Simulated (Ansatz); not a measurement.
# C under changes of volume

One of the cells (5.672 Å³/atom); the others are scaled copies at fixed shape and fractional positions:

```
C
1.0
     0.00000    1.78337    1.78337
     1.78337    0.00000    1.78337
     1.78337    1.78337    0.00000
C
2
Direct
  0.75000 0.75000 0.75000
  0.50000 0.50000 0.50000
```

This isn't the form of C at room conditions, which is graphite.

| Quantity | Value |
| --- | --- |
| Program | Ansatz 0.2.0 |
| Functional | revPBE-LDA |
| Potentials or basis | all-electron LAPW, scalar-relativistic |
| Cutoff | 491 eV (chosen from the basis error) |
| Basis error allowed | 0.0005 eV/atom |
| k mesh | 13 × 13 × 13 |
| Occupations | gaussian, width 0.1 eV |
| Spin | no spin polarisation |

```csv
volume (Å³/atom),energy over the lowest point (meV/atom),pressure (GPa),gap on the mesh (eV)
5.332,83.23,49.3,4.74
5.445,?,?,?
5.558,29.34,27.5,4.64
5.672,13.32,17.9,4.60
5.785,3.73,9.3,4.55
5.899,0.00,1.4,4.50
6.012,1.62,-5.8,4.46
```

Q: What does the run at 5.445 Å³/atom give?

A: Energy over the lowest point 52.41 meV/atom; pressure 37.9 GPa; gap on the mesh 4.69 eV.

Worked out: A Birch-Murnaghan fit of order 3 (a polynomial in V^(-2/3)) to the other rows has its minimum at 5.92 Å³/atom with B0 = V·E''(V) = 384 GPa and B' = 4.0. It gives 52.41 meV/atom at 5.445 Å³/atom, against the run's 52.41, and -dE/dV = 38.0 GPa, against 37.9. A straight line through the other rows of the gap, of slope -2.34 eV per unit of ln V, gives 4.69 eV, against the run's 4.69.

Energies are extrapolated to zero smearing.

Caveats: an odd mesh through Γ misses points on the zone boundary, where band edges often lie.
